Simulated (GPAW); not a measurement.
Crystal: BAs.

```
As B
1.0
     0.00000    2.38850    2.38850
     2.38850    0.00000    2.38850
     2.38850    2.38850    0.00000
As B
1 1
Direct
  0.75000 0.75000 0.75000
  0.00000 0.00000 0.00000
```

Base run:

```yaml
Program: GPAW 26.7.0
Functional: PBE
Potentials_or_basis: GPAW PAW data sets (gpaw-data 1.2.1)
Cutoff: 600 eV
Basis: pw
k_mesh: 8 × 8 × 8
Occupations: fermi-dirac, width 0.05 eV
Spin: no spin polarisation
```

Its results: band gap on the k mesh 1.20 eV, indirect (least direct gap 3.29 eV).

Task: The run is repeated on the same cell with these changes: functional from PBE to HSE06; k mesh from 8 × 8 × 8 to 6 × 6 × 6. What comes out?

Result: Band gap on the k mesh 1.99 eV, indirect (least direct gap 4.15 eV).

Several settings changed at once, so the effect can't be laid on one alone.

A k mesh can miss the band edges.
